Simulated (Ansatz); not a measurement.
Write the native input for Ansatz 0.2.0 that does the following.

| Item | Value |
| --- | --- |
| Task | relaxation of cell and atoms |
| Functional | PBE |
| Potentials or basis | Ansatz PAW |
| Cutoff | 420 eV (not typed: the program's choice for these potentials) |
| k mesh | 8 × 8 × 5 |
| Occupations | fermi-dirac, width 0.05 eV |
| Spin | no spin polarisation |

Crystal: HfO2.

```xyz
6
Lattice="3.5580 0.0000 0.0000 0.0000 3.5580 0.0000 0.0000 0.0000 5.1719" Properties=species:S:1:pos:R:3 pbc="T T T"
Hf    0.0000    0.0000    0.0000
Hf    1.7790    1.7790    2.5859
O     0.0000    1.7790    1.0199
O     1.7790    0.0000    1.5660
O     1.7790    0.0000    4.1519
O     0.0000    1.7790    3.6059
```

Measurements of this composition are mostly on another form, of space group No. 14.

One way to write it, as run:

input.yaml

```yaml
crystal:
  lattice:
    - [3.55801933, 0.0, 0.0]
    - [0.0, 3.55801933, 0.0]
    - [0.0, 0.0, 5.17186121]
  atoms:
    - { symbol: Hf, position: [0.0, 0.0, 0.0] }
    - { symbol: Hf, position: [0.5, 0.5, 0.5] }
    - { symbol: O, position: [0.0, 0.5, 0.19720788] }
    - { symbol: O, position: [0.5, 0.0, 0.30279212] }
    - { symbol: O, position: [0.5, 0.0, 0.80279212] }
    - { symbol: O, position: [0.0, 0.5, 0.69720788] }
hamiltonian:
  xc: pbe
  pseudopotentials: { kind: paw }
kpoints:
  mp_grid: { grid: [8, 8, 5] }
scf:
  occupations: { method: fermi_dirac, width: 0.05 }
output:
  forces: true
  stress: true
relax:
  f_tol: 0.01
  max_steps: 40
  cell: { stress_tol: 0.05 }
```

Potentials or basis: Ansatz PAW.

Launch:

```bash
$ ansatz run input.yaml --threads 2 --pin off --max-ram 5632MiB --backend cpu --events-out ev --progress --plain --runs-dir out
```

It gave:

The relaxed volume is 11.40 Å³/atom and the relaxed cell is a = 3.604 Å, b = 3.604 Å, c = 5.264 Å, α = 90.00°, β = 90.00°, γ = 90.00°. The space group after relaxing (to 0.05 Å) is P4_2/nmc (No. 137) and the energy gained by relaxing is 13.6 meV/atom. The ionic steps are 8, the pressure after relaxing is 0.0 GPa and the band gap on the k mesh is 4.68 eV.

Caveat: odd divisions of the mesh miss points on the zone boundary, where band edges often lie, so the gap on the mesh can be too wide; the plane-wave basis is chosen anew once the cell has moved, so the energies of steps on either side of that aren't comparable; the pressure holds a Pulay correction of +0.8 GPa for the finite cutoff; spin-orbit coupling is left out, which moves the levels of the heavy elements.

Wall time 15 s on 2 threads of Intel(R) Xeon(R) 6975P-C (Granite Rapids), on a shared host, peak memory 0.49 GiB.
